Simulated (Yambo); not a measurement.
# GaN (P6_3mc) in Yambo: a series of runs

The runs below take GaN through optical spectrum by the Bethe-Salpeter equation, optical spectrum, with PBE, PBEsol.

Everything below comes from runs of Yambo 5.3.0. Logs are shortened: lines on timing, memory, paths and dates and some standing lists are left out, and cuts for length are marked.

## Step 1: The structure

Symmetry: P6_3mc, No. 186, hexagonal system. The conventional cell has a = 3.180 Å, b = 3.180 Å, c = 5.166 Å, α = 90.00°, β = 90.00°, γ = 120.00°. Ga (site symmetry 3m) has 4 N at 1.94 to 1.95 Å as nearest neighbours. N (site symmetry 3m) has 4 Ga at 1.94 to 1.95 Å as nearest neighbours.

## Step 2: Optical spectrum by the Bethe-Salpeter equation, PBE, non-collinear spin, zero start, spin-orbit coupling

File bse2.in:

```
optics
bse
bss
rim_cut
em1s
RandQpts= 1000000
RandGvec= 50 RL
Chimod= "HARTREE"
% BndsRnXs
 1 | 86 |
%
NGsBlkXs= 5 Ry
% LongDrXs
 1 | 0 | 0 |
%
BSKmod= "SEX"
BSEmod= "retarded"
BSSmod= "d"
% BSEQptR
 1 | 1 |
%
% BSEBands
 33 | 40 |
%
BSENGexx= 20 Ry
BSENGBlk= 5 Ry
% BEnRange
 0 | 20 | eV
%
% BDmRange
 0.1 | 0.1 | eV
%
BEnSteps= 200
% BLongDir
 1 | 0 | 0 |
%
BSEprop= "abs"
WRbsWF
% KfnQP_E
 0.48 | 1.0 | 1.0 |
%
```

File scf.in:

```
&CONTROL
  calculation = 'scf'
  prefix = 'pwscf'
  outdir = './tmp'
  pseudo_dir = './pseudo'
/
&SYSTEM
  ibrav = 0
  nat = 4
  ntyp = 2
  ecutwfc = 84
  nbnd = 52
  occupations = 'smearing'
  smearing = 'fd'
  degauss = 0.00367493
  noncolin = .true.
  lspinorb = .true.
  force_symmorphic = .true.
/
&ELECTRONS
  conv_thr = 8d-10
  electron_maxstep = 120
  mixing_beta = 0.5
/
ATOMIC_SPECIES
Ga    69.7230 Ga.upf
N     14.0070 N.upf
CELL_PARAMETERS angstrom
   3.1800000000    0.0000000000    0.0000000000
  -1.5900000000    2.7539607840    0.0000000000
   0.0000000000    0.0000000000    5.1660000000
ATOMIC_POSITIONS crystal
Ga     0.6666666667    0.3333333333    0.5000000000
Ga     0.3333333333    0.6666666667    0.0000000000
N      0.6666666667    0.3333333333    0.8750000000
N      0.3333333333    0.6666666667    0.3750000000
K_POINTS automatic
12 12 6 0 0 0
```

File nscf.in:

```
&CONTROL
  calculation = 'nscf'
  prefix = 'pwscf'
  outdir = './tmp'
  pseudo_dir = './pseudo'
/
&SYSTEM
  ibrav = 0
  nat = 4
  ntyp = 2
  ecutwfc = 84
  nbnd = 196
  occupations = 'fixed'
  noncolin = .true.
  lspinorb = .true.
  force_symmorphic = .true.
/
&ELECTRONS
  conv_thr = 1d-08
  diago_full_acc = .true.
  diago_thr_init = 1d-06
/
ATOMIC_SPECIES
Ga    69.7230 Ga.upf
N     14.0070 N.upf
CELL_PARAMETERS angstrom
   3.1800000000    0.0000000000    0.0000000000
  -1.5900000000    2.7539607840    0.0000000000
   0.0000000000    0.0000000000    5.1660000000
ATOMIC_POSITIONS crystal
Ga     0.6666666667    0.3333333333    0.5000000000
Ga     0.3333333333    0.6666666667    0.0000000000
N      0.6666666667    0.3333333333    0.8750000000
N      0.3333333333    0.6666666667    0.3750000000
K_POINTS automatic
3 3 2 0 0 0
```

Potentials or basis: PseudoDojo 0.4 FR PBE standard.

Launch:

```
> OMP_NUM_THREADS=1 pw.x -in scf.in > scf.out
> OMP_NUM_THREADS=1 pw.x -in nscf.in > nscf.out
> cd tmp/pwscf.save; p2y; mv SAVE ../..; cd ../..
> OMP_NUM_THREADS=1 yambo
> mkdir -p bse2; ln -s $PWD/g0w00/ndb.RIM bse2/
> OMP_NUM_THREADS=1 yambo -F bse2.in -J bse2 -C bse2_out
> OMP_NUM_THREADS=1 ypp -J bse2 -C bse2_out -e s -b 1
```

Yambo's report:

```text
[... sections 02.01 to 02.04 as in the set-up run ...]

  [02.05] Energies & Occupations
  ==============================

  [X] === General ===
  [X] Electronic Temperature                        :  0.000000  0.000000 [eV K]
  [X] Bosonic    Temperature                        :  0.000000  0.000000 [eV K]
  [X] Finite Temperature mode                       : no
  [X] El. density                                   :  0.79573E+24 [cm-3]
  [X] Fermi Level                                   :  10.80905 [eV]

  [X] === Gaps and Widths ===
  [X] Conduction Band Min                           :  2.003701 [eV]
  [X] Valence Band Max                              :  0.000000 [eV]
  [X] Filled Bands                                  :   36
  [X] Empty Bands                                   :   37  196
  [X] Direct Gap                                    :  2.003701 [eV]
  [X] Direct Gap localized at k                     :  1
  [X] Indirect Gap                                  :  2.003701 [eV]
  [X] Indirect Gap between kpts                     :  1  1
  [X] Last valence band width                       :  2.711184 [eV]
  [X] 1st conduction band width                     :  4.508056 [eV]

 [03] Transferred momenta grid and indexing
 ==========================================

 [BZ sampling] Q-grid is User defined and/or read from the database

 IBZ Q-points                                      :   6
 BZ  Q-points                                      :  18

 K/Q-points units:
 rlu = crystal or reduced units; cc = cartesian coordinates; iku = interal k-units

 Q [1]          [rlu]:  0.000000  0.000000  0.000000
 Q [2]          [rlu]:  0.000000  0.000000 -0.500000
 Q [3]          [rlu]: -0.12609E-16  0.33333       0.0000
 Q [4]          [rlu]: -0.12609E-16  0.33333     -0.50000
 Q [5]          [rlu]:  0.333333  0.333333  0.000000
 Q [6]          [rlu]:  0.333333  0.333333 -0.500000

  [03.01] X + BSE indexes
  =======================

   [03.01.01] Sigma indexes
   ========================

   [WR./SAVE//ndb.kindx]-----------------------------------------------------------
    Fragmentation                                    : no
    Polarization last K ( bz)                        :  18
    Polarization last K (ibz)                        :   6
    QP states                                        :   1   6
    X grid is uniform                                : yes
    Grids (string)                                   :  X B S
    Grids (int-vector)                               :  1  1  0  1

 [04] Coloumb potential Random Integration (RIM)
[... 205 lines left out ...]

    [08.01.05.01] Screened interaction header I/O
    =============================================

    [08.01.05.02] Main kernel loop
    ==============================

    [WR./bse2//ndb.BS_Q1_CPU_0]-----------------------------------------------------
     Brillouin Zone Q/K grids (IBZ/BZ)                :   6  18   6  18
     RL vectors                                       :   5011 [WF]
     Coulomb cutoff potential                         : none
     Parallel CPUs
     Parallel Roles
     Fragmentation                                    : no
     BS kernel          wavefunctions                 : Perdew, Burke & Ernzerhof(X)+Perdew, Burke & Ernzerhof(C)
     Static diel. fun.  energies                      : Perdew, Burke & Ernzerhof(X)+Perdew, Burke & Ernzerhof(C)
     wavefunctions                                    : Perdew, Burke & Ernzerhof(X)+Perdew, Burke & Ernzerhof(C)
     [K] Identifier                                   :   6376
     [K] Dimension                                    :  288
     [K] Bands                                        :   33   40
     [K] Exchange                                     : yes [res]
     [K] Correlation                                  : yes [res]
     [K] Kernel`s coupling                            : no
     [K] Exchange                                     : no [cpl]
     [K] Correlation                                  : no [cpl]
     [K] W interaction is bare                        : no
     [K] ALDA kernel in R-space                       : no
     [K] RL vectors                                   :   465 [exchange]
     [K] RL vectors                                   :   67 [correlation]
     [K] E/h energy range                             : -1.000000 -1.000000 [eV]
     [K] Coupling range                               :  100.0000  100.0000 [o/o]
     [W] Interaction is diagonal                      : no
     [W] Matrix size                                  :   67
     [W] Bands                                        :    1   86
     [W] e/h energy range                             : -1.000000 -1.000000 [eV]
     [W] Poles                                        :  100.0000 [o/o]
     [W] RL vectors in the sum                        :   5011
     [W] [r,Vnl] included                             : yes
     [W] Field direction                              :  0.100000E-4   0.00000      0.00000
     [W] Coulomb Cutoff                               : none
     [W] Hxc Kernel                                   : HARTREE
     [RIM] RL components                              :   55 [col]
     [RIM] Random points                              :  1000000 [col]
     [SOC] Perturbative SOC                           : no
     [K] Kernel long-range exchange                   : BAR

    [08.01.05.03] Wave-Function Phases
    ==================================

    [BSE] WF phases found       :  46.87500 [o/o]

   [08.01.06] BSE solver(s) @q1
   ============================

   [08.01.07] Diago Solver @q1
   ===========================

   [WR./bse2//ndb.BS_diago_Q1]-----------------------------------------------------
    BS kernel          energies                      : Perdew, Burke & Ernzerhof(X)+Perdew, Burke & Ernzerhof(C)+ user defined corrections @E
    [K] Identifier                                   :   6376
    [K] Dimension                                    :  288
    [K] Bands                                        :   33   40
    [K] Exchange                                     : yes [res]
    [K] Correlation                                  : yes [res]
    [K] Kernel`s coupling                            : no
    [K] Exchange                                     : no [cpl]
    [K] Correlation                                  : no [cpl]
    [K] W interaction is bare                        : no
    [K] ALDA kernel in R-space                       : no
    [K] RL vectors                                   :   465 [exchange]
    [K] RL vectors                                   :   67 [correlation]
    [K] E/h energy range                             : -1.000000 -1.000000 [eV]
    [K] Coupling range                               :  100.0000  100.0000 [o/o]
    [W] Interaction is diagonal                      : no
    [W] Matrix size                                  :   67
    [W] Bands                                        :    1   86
    [W] e/h energy range                             : -1.000000 -1.000000 [eV]
    [W] Poles                                        :  100.0000 [o/o]
    [W] RL vectors in the sum                        :   5011
    [W] [r,Vnl] included                             : yes
    [W] Field direction                              :  0.100000E-4   0.00000      0.00000
    [W] Coulomb Cutoff                               : none
    [W] Hxc Kernel                                   : HARTREE
    [RIM] RL components                              :   55 [col]
    [RIM] Random points                              :  1000000 [col]
    [SOC] Perturbative SOC                           : no
    [K] Kernel long-range exchange                   : BAR
    [BSS] Eigenstates included                       : yes
    [BSS] Field direction                            :  0.100000E-4   0.00000      0.00000
    [BSS] Eigenstates computed                       :  288
    [BSS] Number of BSE matrices                     :  1
```

o-bse2.eps_q1_diago_bse:

```text
# Absorption @ Q(1):   1.00000000      0.00000000      0.00000000    [q->0 direction]
#
[... 52 lines left out ...]
#
        0.000000           0.000000           6.904921           0.000000           6.023954
        0.100503           0.017155           6.913455           0.010386           6.029135
        0.201005           0.034730           6.939262           0.020960           6.044768
        0.301508           0.053175           6.982973           0.031919           6.071137
        0.402010           0.072995           7.045683           0.043480           6.108726
        0.502513           0.094796           7.129030           0.055890           6.158249
[... 192 lines left out ...]
        19.89950           0.003173           0.714023           0.003777           0.667063
        20.00000           0.003118           0.717184           0.003710           0.670824
#
```

o-bse2.exc_qpt1_E_sorted:

```text
# [K] Identifier                                  :   6376
# [K] Dimension                                   :  288
# [K] Bands                                       :   33   40
# [K] Exchange                                    : yes [res]
# [K] Correlation                                 : yes [res]
# [K] Kernel`s coupling                           : no
# [K] Exchange                                    : no [cpl]
# [K] Correlation                                 : no [cpl]
[... 30 lines left out ...]
#
     2.06300136        0.229945026E-8      1.00000000
     2.0630014         0.42275406E-09      2.0000000
     2.07210696        0.915284585E-4      3.00000000
     2.07210910        0.110120879E-1      4.00000000
     2.0820329         0.48223244E-09      5.0000000
     2.08307561        0.255671688E-7      6.00000000
[... 33 lines left out ...]
     5.72574386        0.110169970E-5      40.0000000
     5.73614093        0.772873490E-6      41.0000000
[... 249 further lines ...]
```

Run time: 16 min. Hardware: 1 thread of Arm Neoverse V1, shared host; peak memory 0.43 GiB.

Results:

```
Band gap on the k mesh, mean-field level : 2.00 eV, direct
Exciton binding energy                   : 0.42 eV
Lowest exciton energy                    : 2.06 eV
Lowest bright exciton energy             : 2.07 eV
```

Dielectric function (along the field direction of the input):
| energy (eV) | real part | imaginary part |
| --- | --- | --- |
| 0.30 | 6.98 | 0.05 |
| 0.90 | 7.73 | 0.22 |
| 1.61 | 11.46 | 1.27 |
| 2.31 | -13.66 | 11.88 |
| 3.02 | 0.21 | 0.59 |
| 3.62 | 2.59 | 0.31 |
| 4.32 | 5.01 | 0.51 |
| 5.03 | 0.79 | 4.80 |
| 5.73 | 9.19 | 16.60 |
| 6.33 | 10.42 | 6.43 |
| 7.04 | -7.21 | 1.69 |
| 7.74 | -1.81 | 0.59 |
| 8.44 | -3.53 | 1.17 |
| 9.05 | -1.58 | 0.16 |
| 9.75 | -0.83 | 0.08 |
| 10.45 | -0.36 | 0.08 |
| 11.16 | -0.25 | 0.05 |
| 11.76 | -0.04 | 0.03 |
| 12.46 | 0.12 | 0.02 |
| 13.17 | 0.24 | 0.02 |
| 13.87 | 0.34 | 0.01 |
| 14.47 | 0.40 | 0.01 |
| 15.18 | 0.47 | 0.01 |
| 15.88 | 0.52 | 0.01 |
| 16.58 | 0.57 | 0.01 |
| 17.19 | 0.60 | 0.01 |
| 17.89 | 0.64 | 0.00 |
| 18.59 | 0.67 | 0.00 |
| 19.30 | 0.69 | 0.00 |
| 20.00 | 0.72 | 0.00 |

Lowest exciton energies (eV): 2.06, 2.06, 2.07, 2.07, 2.08, 2.08, 2.16, 2.16

Excitons:
```
energy (eV)  strength (relative to the strongest)
      2.063                               2.3e-09
      2.063                               4.2e-10
      2.072                               9.2e-05
      2.072                                 0.011
      2.082                               4.8e-10
      2.083                               2.6e-08
      2.159                                     1
      2.159                                 0.012
      4.333                               6.1e-05
      4.333                               8.1e-07
      4.362                               3.8e-08
      4.362                               5.4e-10
```

Caveat: the k mesh is coarse (spacing up to 0.76 Å⁻¹), so the values aren't converged; the optical matrix elements of this version leave out the spin-flip part of the nonlocal potential, a small error; the scissor is the correction of the direct gap in an earlier G0W0 run on the same states; exciton energies and binding change strongly with the k mesh and aren't converged on this one; spectra need much finer meshes, so this one isn't converged; an odd mesh through Γ misses points on the zone boundary, where band edges often lie.

## Step 3: Optical spectrum, PBEsol

File optics0.in:

```
optics
chi
Chimod= "IP"
% BndsRnXd
 1 | 43 |
%
% LongDrXd
 1 | 0 | 0 |
%
% QpntsRXd
 1 | 1 |
%
% EnRngeXd
 0 | 20 | eV
%
% DmRngeXd
 0.1 | 0.1 | eV
%
ETStpsXd= 200
```

scf.in: that of step 2 with these lines changed.

```diff
@@ -11,3 +11,3 @@
   ecutwfc = 84
-  nbnd = 52
+  nbnd = 26
   occupations = 'smearing'
@@ -15,4 +15,2 @@
   degauss = 0.00367493
-  noncolin = .true.
-  lspinorb = .true.
   force_symmorphic = .true.
```

nscf.in: that of step 2 with these lines changed.

```diff
@@ -11,6 +11,4 @@
   ecutwfc = 84
-  nbnd = 196
+  nbnd = 48
   occupations = 'fixed'
-  noncolin = .true.
-  lspinorb = .true.
   force_symmorphic = .true.
@@ -35,2 +33,2 @@
 K_POINTS automatic
-3 3 2 0 0 0
+9 9 6 0 0 0
```

Potentials or basis: PseudoDojo 0.4.1 SR PBEsol standard.

Launch:

```
> OMP_NUM_THREADS=1 pw.x -in scf.in > scf.out
> OMP_NUM_THREADS=1 pw.x -in nscf.in > nscf.out
> cd tmp/pwscf.save; p2y; mv SAVE ../..; cd ../..
> OMP_NUM_THREADS=1 yambo
> OMP_NUM_THREADS=1 yambo -F optics0.in -J optics0 -C optics0_out
```

Yambo's report:

```text
[... sections 02.01 to 02.04 as in the set-up run ...]

  [02.05] Energies & Occupations
  ==============================

  [X] === General ===
  [X] Electronic Temperature                        :  0.000000  0.000000 [eV K]
  [X] Bosonic    Temperature                        :  0.000000  0.000000 [eV K]
  [X] Finite Temperature mode                       : no
  [X] El. density                                   :  0.79573E+24 [cm-3]
  [X] Fermi Level                                   :  10.66830 [eV]

  [X] === Gaps and Widths ===
  [X] Conduction Band Min                           :  1.948693 [eV]
  [X] Valence Band Max                              :  0.000000 [eV]
  [X] Filled Bands                                  :  18
  [X] Empty Bands                                   :   19   48
  [X] Direct Gap                                    :  1.948693 [eV]
  [X] Direct Gap localized at k                     :  1
  [X] Indirect Gap                                  :  1.948693 [eV]
  [X] Indirect Gap between kpts                     :  1  1
  [X] Last valence band width                       :  2.748821 [eV]
  [X] 1st conduction band width                     :  4.483686 [eV]

 [03] Transferred momenta grid and indexing
 ==========================================

 IBZ Q-points                                      :   62
 BZ  Q-points                                      :   486

 K/Q-points units:
 rlu = crystal or reduced units; cc = cartesian coordinates; iku = interal k-units

 Q [ 1]         [rlu]:  0.000000  0.000000  0.000000
 Q [ 2]         [rlu]:  0.000000  0.000000  0.166667
 Q [ 3]         [rlu]:  0.000000  0.000000  0.333333
 Q [ 4]         [rlu]:  0.000000  0.000000 -0.500000
 Q [ 5]         [rlu]: -0.42031E-17  0.11111       0.0000
 Q [ 6]         [rlu]: -0.42031E-17  0.11111      0.16667
 Q [ 7]         [rlu]: -0.42031E-17  0.11111      0.33333
 Q [ 8]         [rlu]: -0.42031E-17  0.11111     -0.50000
 Q [ 9]         [rlu]: -0.84063E-17  0.22222       0.0000
 Q [10]         [rlu]: -0.84063E-17  0.22222      0.16667
 Q [11]         [rlu]: -0.84063E-17  0.22222      0.33333
 Q [12]         [rlu]: -0.84063E-17  0.22222     -0.50000
 Q [13]         [rlu]: -0.12609E-16  0.33333       0.0000
 Q [14]         [rlu]: -0.12609E-16  0.33333      0.16667
 Q [15]         [rlu]: -0.12609E-16  0.33333      0.33333
[... 33 lines left out ...]
 Q [49]         [rlu]:  0.42031E-17 -0.11111      0.16667
 Q [50]         [rlu]:  0.42031E-17 -0.11111      0.33333

 Remaining 12 points informations can be written running with -fatlog

 [WARNING] [Xd] User bands 1-43 break level degeneracy

 [04] Dipoles
 ============

  [04.01] Setup: observables and procedures
  =========================================

  [WARNING] [x,Vnl] slows the Dipoles computation. To neglect it rename the ns.kb_pp file
  [WF-Oscillators/G space/Transverse up loader] Normalization (few states)  min/max  :  0.74643E-17   1.0000

  [WR./optics0//ndb.dipoles]------------------------------------------------------
   Brillouin Zone Q/K grids (IBZ/BZ)                :    62   486    62   486
   RL vectors                                       :   5011 [WF]
   Fragmentation                                    : yes
   Electronic Temperature                           :  0.000000 [K]
   Bosonic    Temperature                           :  0.000000 [K]
   DIP band range                                   :    1   43
   DIP band range limits                            :  18  19
   DIP e/h energy range                             : -1.000000 -1.000000 [eV]
   RL vectors in the sum                            :   5011
   [r,Vnl] included                                 : yes
   Bands ordered                                    : yes
   Direct v evaluation                              : no
   Approach used                                    : G-space v
   Dipoles computed                                 : R V P [G-space]
   Wavefunctions                                    : Perdew, Burke & Ernzerhof SOL(X)+Perdew, Burke & Ernzerhof SOL(C)

  [WARNING] [r,Vnl^pseudo] included in position and velocity dipoles.

  [WARNING] In case H contains other non local terms, these are neglected

 [05] Optics
 ===========

 [X-CG] R(p) Tot o/o(of R):   14344  218700     100
```

Run time: 3.4 min. Hardware: 1 thread of Arm Neoverse V2, shared host; peak memory 0.27 GiB.

What came out:

```yaml
Band_gap_on_the_k_mesh_mean-field_level: 1.95 eV, direct
Electronic_dielectric_constant_along_the_field: 5.96
```

Dielectric function (along the field direction of the input):
| energy (eV) | real part | imaginary part |
| --- | --- | --- |
| 0.30 | 5.97 | 0.08 |
| 1.31 | 6.30 | 0.12 |
| 2.31 | 6.56 | 0.34 |
| 3.32 | 7.48 | 1.25 |
| 4.42 | 8.82 | 2.55 |
| 5.43 | 9.26 | 5.16 |
| 6.43 | 6.93 | 9.28 |
| 7.54 | 4.56 | 9.22 |
| 8.54 | 3.44 | 4.09 |
| 9.55 | -1.20 | 6.49 |
| 10.65 | 1.02 | 5.46 |
| 11.66 | -2.47 | 5.58 |
| 12.66 | -3.00 | 3.07 |
| 13.77 | -1.10 | 2.09 |
| 14.77 | -1.58 | 1.51 |
| 15.78 | -0.86 | 1.08 |
| 16.88 | -0.45 | 0.95 |
| 17.89 | -0.19 | 0.70 |
| 18.89 | 0.00 | 0.74 |
| 20.00 | 0.04 | 0.48 |

Caveat: spectra need much finer meshes, so this one isn't converged; independent-particle spectra lack excitons; an odd mesh through Γ misses points on the zone boundary, where band edges often lie.

(Continued in part 2 of 3.)
